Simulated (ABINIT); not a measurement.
# Rh (P6_3/mmc) in ABINIT: reference runs, part 2 of 2

ABINIT 10.8.3 (patched build).

**3. Single point, PBE**

Input file run.py:

```python
import json, os
import numpy as np
from ase.units import GPa
from ase.calculators.abinit import Abinit, AbinitProfile
from ase.io import read

atoms = read('Rh.xyz')

profile = AbinitProfile(command='abinit', pp_paths=[os.path.abspath('pseudos')])
params = dict(
    pps='pawxml', xc='PBE',
    ecut=435.3822,
    pawecutdg=870.7644,
    pawxcdev=0,
    kptopt=1,
    ngkpt=[11, 11, 6],
    nshiftk=1,
    shiftk=[0.0, 0.0, 0.0],
    ixc=11,
    nband=21,
    occopt=3,
    tsmear=0.05,
    nstep=100,
    tolvrs=1e-09,
    prtwf=0,
    prtden=0,
)

atoms.calc = Abinit(profile=profile, directory='run', **params)
energy = atoms.get_potential_energy()
forces = atoms.get_forces()
stress = atoms.get_stress()
print(f'energy {energy:.6f} eV')
print('forces (eV/A)')
print(np.round(forces, 5))
print('stress (GPa, Voigt, tension positive)', np.round(stress / GPa, 4))
json.dump(dict(energy=energy, forces=forces.tolist(), stress=stress.tolist(), cell=atoms.cell.tolist(), frac=atoms.get_scaled_positions(wrap=False).tolist()), open('results.json', 'w'))
```

Input file Rh.xyz:

```xyz
2
Lattice="2.7309790422 0.0000000000 0.0000000000 -1.3654895211 2.3650972278 0.0000000000 0.0000000000 0.0000000000 4.4284890000" Properties=species:S:1:pos:R:3 pbc="T T T"
Rh    -0.0000000001      1.5767314853      1.1071222500
Rh     1.3654895212      0.7883657425      3.3213667500
```

Potentials or basis: JTH PAW PBE v2.0.

On the command line:

```sh
> python run.py
```

What it wrote:

```text
energy -6063.697719 eV
forces (eV/A)
[[ 0.  0. -0.]
 [-0. -0. -0.]]
stress (GPa, Voigt, tension positive) [3.4221 3.4221 4.6608 0.     0.     0.    ]
```

abinit.in:

```text
ecut 435.3822 eV
ixc 11
kptopt 1
natom 2
nband 21
ngkpt
11 11 6
nshiftk 1
nsppol 1
nstep 100
occopt 3
pawecutdg 870.7644 eV
pawxcdev 0
prtden 0
prtwf 0
shiftk
0.0 0.0 0.0
tolvrs 1e-09
tsmear 0.05 eV
#Definition of the unit cell
acell
1.00000000000000 1.00000000000000 1.00000000000000 Angstrom
rprim
2.73097904220000 0.00000000000000 0.00000000000000
-1.36548952110000 2.36509722780000 0.00000000000000
0.00000000000000 0.00000000000000 4.42848900000000
chkprim 0 # Allow non-primitive cells
#Definition of the atom types
ntypat 1
znucl 45
#Enumerate different atomic species
typat
 1 1
pseudos "./pseudos/Rh.GGA_PBE-JTH.xml"
#Definition of the atoms
xcart
-0.00000000018897 2.97959068120108 2.09215784032036
2.58040122276820 1.48979534031708 6.27647352096109
chkexit 1 # abinit.exit file in the running directory terminates after the current SCF
```

abinit.abo:

```text
.Version 10.8.3 of ABINIT
 Symmetries : space group P6_3/m m c (#194); Bravais hP (primitive hexag.)
================================================================================
 Values of the parameters that define the memory need of the present run
     intxc =       0    ionmov =       0      iscf =      17    lmnmax =      18
     lnmax =       6     mgfft =      32  mpssoang =       3    mqgrid =    3001
     natom =       2  nloc_mem =       2    nspden =       1   nspinor =       1
    nsppol =       1      nsym =      24    n1xccc =       1    ntypat =       1
    occopt =       3   xclevel =       2
       mpw =         609          nfft =       12800          nkpt =          64
 PAW method is used; the additional fine FFT grid is defined by:
   mgfftf=        45    nfftf =     40500
================================================================================
================================================================================

--------------------------------------------------------------------------------
------------- Echo of variables that govern the present computation ------------
--------------------------------------------------------------------------------
 -outvars: echo values of preprocessed input variables --------
            acell      1.8897261259E+00  1.8897261259E+00  1.8897261259E+00 Bohr
              amu      1.02905500E+02
          chkexit           1
          chkprim           0
             ecut      1.60000007E+01 Hartree
                       outvar_i_n : Printing only first  50 k-points.
              ixc          11
                       outvar_i_n : Printing only first  50 k-points.
         kptrlatt       11    0    0      0   11    0      0    0    6
          kptrlen      5.02117882E+01
            natom           2
[... 206 lines left out ...]
total_energy_dc_eV  : -6.06369638161118E+03
...

--- !EnergyTermsWithPAWCore
iteration_state     : {dtset: 1, }
comment             : 'Components of total free energy, including PAW core contributions'
Total energy        : -9.56876204013535E+03
Total energy DC     : -9.56876199098804E+03
Total energy (eV)   : -2.60379279770004E+05
Total energy DC (eV): -2.60379278432638E+05
...

 Cartesian components of stress tensor (hartree/bohr^3)
  sigma(1 1)=  1.16313634E-04  sigma(3 2)=  0.00000000E+00
  sigma(2 2)=  1.16313632E-04  sigma(3 1)=  0.00000000E+00
  sigma(3 3)=  1.58417575E-04  sigma(2 1)=  0.00000000E+00

-Cartesian components of stress tensor (GPa)         [Pressure= -3.8350E+00 GPa]
- sigma(1 1)=  3.42206526E+00  sigma(3 2)=  0.00000000E+00
- sigma(2 2)=  3.42206521E+00  sigma(3 1)=  0.00000000E+00
- sigma(3 3)=  4.66080597E+00  sigma(2 1)=  0.00000000E+00

== END DATASET(S) ==============================================================
================================================================================

 -outvars: echo values of variables after computation  --------
            acell      1.8897261259E+00  1.8897261259E+00  1.8897261259E+00 Bohr
           etotal     -2.2283673190E+02
            fcart      2.6087466549E-28  3.9160175169E-28 -0.0000000000E+00
                      -2.6087466549E-28 -3.9160175169E-28 -0.0000000000E+00
            rprim      2.7309790422E+00  0.0000000000E+00  0.0000000000E+00
                      -1.3654895211E+00  2.3650972278E+00  0.0000000000E+00
                       0.0000000000E+00  0.0000000000E+00  4.4284890000E+00
           strten      1.1631363408E-04  1.1631363231E-04  1.5841757485E-04
                       0.0000000000E+00  0.0000000000E+00  0.0000000000E+00
           xangst     -2.5598511132E-11  1.5767314852E+00  1.1071222499E+00
                       1.3654895211E+00  7.8836574256E-01  3.3213667499E+00
             xred      3.3333333331E-01  6.6666666665E-01  2.4999999998E-01
                       6.6666666665E-01  3.3333333331E-01  7.4999999998E-01
 Calculation completed.
```

It took 26 s on 1 thread of Arm Neoverse V1, shared host; peak memory 0.11 GiB.

What came out:

- Free energy: -6063.6964 eV
- Pressure: -3.8 GPa
- Band gap on the k mesh: none (metal or under the smearing width)
- Valence electrons inside the program's atomic spheres: Rh 14.84 (radii [1.1708] Å)

Stress tensor (GPa, compression positive):
```
-3.42  0.00  0.00
 0.00 -3.42  0.00
 0.00  0.00 -4.66
```

Levels at points of the mesh, in eV from the Fermi level:
```
           k point  band 14  band 15  band 16  band 17  band 18  band 19  band 20  band 21
(0.00, 0.00, 0.00)    -2.36    -2.36    -1.78    -1.78     0.14     0.14     0.74     8.21
(0.00, 0.00, 0.50)    -2.95    -2.95    -2.95    -0.41    -0.41    -0.41    -0.41    14.60
```

**4. Single point, PBE (atoms moved at random, drawn with an rms of 0.05 Å)**

Input file run.abi:

```
pp_dirpath "./"
pseudos "Rh.GGA_PBE-JTH.xml"

acell 3*1.0
rprim
     5.1608024419     0.0000000000     0.0000000000
    -2.5804012209     4.4693860187     0.0000000000
     0.0000000000     0.0000000000     8.3686313559
ntypat 1
znucl 45
natom 2
typat 1 1
xred
     0.3268750000     0.6463710000     0.2421170000
     0.6651250000     0.3500480000     0.7605450000
chkprim 0
chksymtnons 0
tolsym 1.0e-6

ecut 16.0
pawecutdg 32.0
pawxcdev 0

kptopt 1
ngkpt 11 11 6
nshiftk 1
shiftk 0.0 0.0 0.0

ixc 11

nband 21
occopt 3
tsmear 0.00183747

nstep 100
tolvrs 1.0e-9

iomode 3
prtwf 0
prteig 0
prtebands 0
enunit 2
prtden 1
prtvha 1
prtvclmb 1
prtpot 1
```

Potentials or basis: JTH PAW PBE v2.0.

On the command line:

```sh
> abinit run.abi > log 2>&1
```

run.abo:

```text
.Version 10.8.3 of ABINIT
 Symmetries : space group P-1 (#  2); Bravais aP (primitive triclinic)
================================================================================
 Values of the parameters that define the memory need of the present run
     intxc =       0    ionmov =       0      iscf =      17    lmnmax =      18
     lnmax =       6     mgfft =      32  mpssoang =       3    mqgrid =    3001
     natom =       2  nloc_mem =       2    nspden =       1   nspinor =       1
    nsppol =       1      nsym =       2    n1xccc =       1    ntypat =       1
    occopt =       3   xclevel =       2
       mpw =         609          nfft =       12800          nkpt =         364
 PAW method is used; the additional fine FFT grid is defined by:
   mgfftf=        45    nfftf =     40500
================================================================================
================================================================================

--------------------------------------------------------------------------------
[... 271 lines left out ...]
- sigma(2 2)=  3.50321867E+00  sigma(3 1)=  4.46400193E-01
- sigma(3 3)=  2.38539747E+00  sigma(2 1)=  4.63408382E-01

== END DATASET(S) ==============================================================
================================================================================

 -outvars: echo values of variables after computation  --------
            acell      1.0000000000E+00  1.0000000000E+00  1.0000000000E+00 Bohr
           etotal     -2.2283489124E+02
            fcart     -3.0526520752E-03  6.3622173709E-03  1.5354710269E-02
                       3.0526520752E-03 -6.3622173709E-03 -1.5354710269E-02
            rprim      5.1608024419E+00  0.0000000000E+00  0.0000000000E+00
                      -2.5804012209E+00  4.4693860187E+00  0.0000000000E+00
                       0.0000000000E+00  0.0000000000E+00  8.3686313559E+00
           strten      5.9363170971E-05  1.1907198241E-04  8.1078011885E-05
                      -2.9268852964E-05  1.5172834170E-05  1.5750930761E-05
           xangst      1.0075947187E-02  1.5287302592E+00  1.0722124705E+00
                       1.3384555587E+00  8.2789755384E-01  3.3680651642E+00
             xred      3.2687500000E-01  6.4637100000E-01  2.4211700000E-01
                       6.6512500000E-01  3.5004800000E-01  7.6054500000E-01
 Calculation completed.
```

It took 4.9 min on 1 thread of Arm Neoverse V1, shared host; peak memory 0.23 GiB.

Results:

```yaml
Free_energy: -6063.6463 eV
Pressure: -2.5 GPa
Largest_force: 0.869 eV/Å
Band_gap_on_the_k_mesh: none (metal or under the smearing width)
Valence_electrons_inside_the_program's_atomic_spheres: Rh 14.85, 14.84 (radii [1.1708] Å)
```

Forces on the atoms (eV/Å):
```
Rh  -0.157  0.327  0.790
Rh   0.157 -0.327 -0.790
```

Stress tensor (GPa, compression positive):
```
-1.75 -0.46 -0.45
-0.46 -3.50  0.86
-0.45  0.86 -2.39
```
